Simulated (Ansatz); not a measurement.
**Structure relaxation of Sn**

Method: Ansatz, DFT r2SCAN, scalar-relativistic, plane waves, PAW. Cutoff 500 eV, Γ-centred k mesh, Gaussian smearing, no spin polarisation in the final step.

The start puts Sn on the simple hexagonal structure type (P6/mmm, No. 191), at a guessed volume.

```xyz
1
Lattice="3.5443 0.0000 0.0000 -1.7722 3.0695 0.0000 0.0000 0.0000 3.3117" Properties=species:S:1:pos:R:3 pbc="T T T"
Sn    0.0000    0.0000    0.0000
```

Cell and atoms relax at zero pressure; the relaxation can't lower the symmetry of the start. After a coarse first stage the cell is made exact in the group found at 0.06 Å.

Energies count from the standard state of Sn at the same level.

(1) Which crystal results?

(2) What are its volume, energy, density and gap?

Answers

(1) It keeps P6/mmm (No. 191). The result has the simple hexagonal structure. Conventional cell: a = 3.238 Å, c = 3.033 Å. Around Sn lie 2 Sn at 3.03 Å and 6 Sn at 3.24 Å.

```xyz
1
Lattice="3.2377 0.0000 0.0000 -1.6188 2.8039 0.0000 0.0000 0.0000 3.0328" Properties=species:S:1:pos:R:3 pbc="T T T"
Sn    0.0000    0.0000    0.0000
```

(2) The volume per atom is 27.53 Å³, the density is 7.16 g/cm³ and the energy over the standard structure is 0.14 eV/atom. The gap on the 21×21×18 mesh is 0 eV (a metal).

The final run used a 21×21×18 mesh on its 1-atom cell and 0.10 eV smearing. The k mesh leaves about 4 meV/atom of noise in metals. A structure relaxed within its symmetry needn't be a true minimum.